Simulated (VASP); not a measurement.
# Bi2Se3 (Paraguanajuatite) (R-3m) in VASP: notebook, part 2 of 2

VASP 6.6.1. The steps go on from the part before.

## Step 3: Relaxation of cell and atoms, PBEsol

This run uses another cell than the first one, of 28.16 Å³/atom, 0.992 times its volume.

Contents of INCAR:

```
PREC = Accurate
ENCUT = 600
EDIFF = 1E-7
ISMEAR = 0
SIGMA = 0.03
LREAL = False
LASPH = True
NELM = 80
ALGO = Normal
ISIF = 3
LWAVE = False
LCHARG = False
GGA = PS
IBRION = 2
NSW = 90
EDIFFG = -0.005
```

Contents of KPOINTS:

```
regular mesh
0
Gamma
  8 8 8
```

Contents of POSCAR:

```
Bi2Se3                                  
1.0
    2.0659354992      1.1927684166      9.5231891998
   -2.0659354992      1.1927684166      9.5231891998
    0.0000000000     -2.3855368333      9.5231891998
  Bi              Se            
     2     3
Direct
     0.4002891857589822    0.4002891857589822    0.4002891857589822
     0.5997108142410178    0.5997108142410178    0.5997108142410178
     0.0000000000000000    0.0000000000000000    0.0000000000000000
     0.2114285616269133    0.2114285616269133    0.2114285616269133
     0.7885714383730866    0.7885714383730866    0.7885714383730866
```

Potentials or basis: VASP PAW PBE potentials, release 64 (Bi_d, Se).

Run with:

```bash
$ cat potpaw_PBE.64/Bi_d/POTCAR potpaw_PBE.64/Se/POTCAR > POTCAR
$ mpirun -np 1 vasp_std > vasp.out
```

OUTCAR:

```text
PREC = Accurate
   ENCUT = 600
   EDIFF = 1E-7
   ISMEAR = 0
   LREAL = False
   LASPH = True
   NELM = 80
   ISIF = 3
   GGA = PS
   IBRION = 2
   NSW = 90
   EDIFFG = -0.005

 ion  position               nearest neighbor table
   1  0.400  0.400  0.400-   5 2.86   5 2.86   5 2.86   3 3.06   3 3.06   3 3.06
   2  0.600  0.600  0.600-   4 2.86   4 2.86   4 2.86   3 3.06   3 3.06   3 3.06
   3  0.000  0.000  0.000-   2 3.06   2 3.06   1 3.06   1 3.06   2 3.06   1 3.06
   4  0.211  0.211  0.211-   2 2.86   2 2.86   2 2.86
   5  0.789  0.789  0.789-   1 2.86   1 2.86   1 2.86

  LATTYP: Found a trigonal (rhomboedric) cell.
 ALAT       =     9.8174293233
 COS(alpha) =     0.9114338135

  Lattice vectors:

 A1 = (   2.0659354992,   1.1927684166,   9.5231891998)
 A2 = (  -2.0659354992,   1.1927684166,   9.5231891998)
 A3 = (   0.0000000000,  -2.3855368333,   9.5231891998)

Analysis of symmetry for initial positions (statically):
=====================================================================
 Subroutine PRICEL returns:
 Original cell was already a primitive cell.

 Routine SETGRP: Setting up the symmetry group for a
 trigonal (rhombohedral) supercell.
[... 230 lines left out ...]
 fundamental gap:      0.1105383467
 Fermi energy:         4.9893482640

 k-point     1 :       0.0000    0.0000    0.0000
  band No.  band energies     occupation
      1     -18.1247      2.00000
      2     -18.1247      2.00000
      3     -18.1226      2.00000
      4     -18.1226      2.00000
      5     -18.1146      2.00000
      6     -18.1119      2.00000
[... 733 lines left out ...]
     27       6.8750      0.00000
     28       7.7211      0.00000

 [... further k-points ...]

------------------------ aborting loop because EDIFF is reached ----------------------------------------

  FORCE on cell =-STRESS in cart. coord.  units (eV):
  Direction    XX          YY          ZZ          XY          YZ          ZX
  --------------------------------------------------------------------------------------
  -------------------------------------------------------------------------------------
  Total       -0.0016517     -0.0016517     -0.0111130      0.0000000      0.0000000      0.0000000
  in kB       -0.0187891     -0.0187891     -0.1264141      0.0000000      0.0000000      0.0000000
  external PRESSURE =      -0.0546641 kB  Pullay stress =       0.0000000 kB

 VOLUME and BASIS-vectors are now :
 -----------------------------------------------------------------------------
  energy-cutoff  :      600.00
  volume of cell :      140.85
      direct lattice vectors                 reciprocal lattice vectors
     2.066240253  1.192944366  9.523467995     0.241985413  0.139710343  0.035001255
    -2.066240253  1.192944366  9.523467995    -0.241985413  0.139710343  0.035001255
     0.000000000 -2.385888732  9.523467995     0.000000000 -0.279420686  0.035001255

 POSITION                                       TOTAL-FORCE (eV/Angst)
 -----------------------------------------------------------------------------------
      0.00000     -0.00000     11.43679         0.000000     -0.000000      0.004994
      0.00000     -0.00000     17.13362         0.000000      0.000000     -0.004994
     -0.00000      0.00000      0.00000         0.000000      0.000000     -0.000000
      0.00000     -0.00000      6.04051         0.000000      0.000000     -0.001083
      0.00000     -0.00000     22.52989         0.000000     -0.000000      0.001083
 -----------------------------------------------------------------------------------
    total drift:                               -0.000000      0.000000     -0.000000

  FREE ENERGIE OF THE ION-ELECTRON SYSTEM (eV)
  ---------------------------------------------------
  free  energy   TOTEN  =       -22.0523334195 eV

  energy  without entropy=      -22.0523311999  energy(sigma->0) =      -22.05233231

 reached required accuracy - stopping structural energy minimisation
```

OSZICAR:

```text
N       E                     dE             d eps       ncg     rms          rms(c)
DAV:   1     0.496631911716E+03    0.49663E+03   -0.25101E+04  3640   0.197E+03
[... 16 lines left out ...]
DAV:   1    -0.220523764895E+02   -0.49797E-04   -0.32599E-03  5564   0.484E-01    0.368E-02
DAV:   2    -0.220523421038E+02    0.34386E-04   -0.96028E-05  4604   0.112E-01    0.153E-02
DAV:   3    -0.220523341871E+02    0.79167E-05   -0.37372E-05  5024   0.668E-02    0.342E-03
DAV:   4    -0.220523338820E+02    0.30508E-06   -0.15929E-06  4172   0.101E-02    0.168E-03
DAV:   5    -0.220523335683E+02    0.31373E-06   -0.11221E-07  2380   0.380E-03    0.664E-04
DAV:   6    -0.220523334134E+02    0.15487E-06   -0.76651E-08  2240   0.217E-03    0.217E-04
DAV:   7    -0.220523334195E+02   -0.60418E-08   -0.17158E-08  2160   0.155E-03
   2 F= -.22052333E+02 E0= -.22052332E+02  d E =-.668547E-05
```

CONTCAR:

```text
Bi2Se3
   1.00000000000000
     2.0662402527537731    1.1929443661463199    9.5234679946073104
    -2.0662402527537731    1.1929443661463199    9.5234679946073104
     0.0000000000000000   -2.3858887323926576    9.5234679946073104
  Bi              Se
     2     3
Direct
     0.4003019415823971    0.4003019415823971    0.4003019415823971
     0.5996980584176029    0.5996980584176029    0.5996980584176029
     0.0000000000000000    0.0000000000000000    0.0000000000000000
     0.2114255447787481    0.2114255447787481    0.2114255447787481
     0.7885744552212519    0.7885744552212519    0.7885744552212519

  0.00000000E+00  0.00000000E+00  0.00000000E+00
  0.00000000E+00  0.00000000E+00  0.00000000E+00
  0.00000000E+00  0.00000000E+00  0.00000000E+00
  0.00000000E+00  0.00000000E+00  0.00000000E+00
  0.00000000E+00  0.00000000E+00  0.00000000E+00
```

Wall time 30 min (1 thread of Intel Xeon Platinum 8259CL at 2.50GHz (Skylake/Cascade Lake), shared host); peak memory 1.1 GiB.

Results:

```
Free energy                            : -22.0523 eV
Relaxed volume                         : 28.17 Å³/atom
Relaxed cell                           : a = 9.818 Å, b = 9.818 Å, c = 9.818 Å, α = 24.30°, β = 24.30°, γ = 24.30°
Space group after relaxing (to 0.05 Å) : R-3m (No. 166)
Energy gained by relaxing              : 0.0 meV/atom
Ionic steps                            : 2
Pressure after relaxing                : 0.0 GPa
Largest force after relaxing           : 0.005 eV/Å
Band gap on the k mesh                 : 0.11 eV, direct
```

Forces in eV/Å, atoms in the order of the input:
```
Bi   0.000  0.000  0.005
Bi   0.000  0.000 -0.005
Se   0.000  0.000  0.000
Se   0.000  0.000 -0.001
Se   0.000  0.000  0.001
```

Final structure:
```
CELL_PARAMETERS angstrom
2.06624 1.19294 9.52347
-2.06624 1.19294 9.52347
0.00000 -2.38589 9.52347
ATOMIC_POSITIONS crystal
Bi 0.40030 0.40030 0.40030
Bi 0.59970 0.59970 0.59970
Se 0.00000 0.00000 0.00000
Se 0.21143 0.21143 0.21143
Se 0.78857 0.78857 0.78857
```

Levels at points of the mesh, in eV from the valence-band top:
| k point | band 21 | band 22 | band 23 | band 24 | band 25 | band 26 | band 27 | band 28 |
| --- | --- | --- | --- | --- | --- | --- | --- | --- |
| (0.00, 0.00, 0.00) | -1.86 | -1.23 | -1.23 | 0.00 | 0.11 | 1.32 | 1.32 | 2.08 |
| (0.50, 0.00, 0.00) | -3.03 | -2.25 | -1.26 | -0.58 | 0.75 | 1.82 | 2.92 | 3.08 |
| (0.50, 0.50, 0.00) | -1.96 | -1.95 | -1.71 | -1.04 | 1.25 | 1.88 | 2.52 | 2.96 |
| (0.50, 0.50, 0.50) | -1.58 | -1.44 | -1.44 | -0.53 | 0.61 | 1.63 | 1.63 | 1.99 |

Caveat: the PAW data sets were made with another functional, which shifts forces and pressure a little; spin-orbit coupling is left out, which as a rule narrows the gap of such compounds by several tenths of an eV.
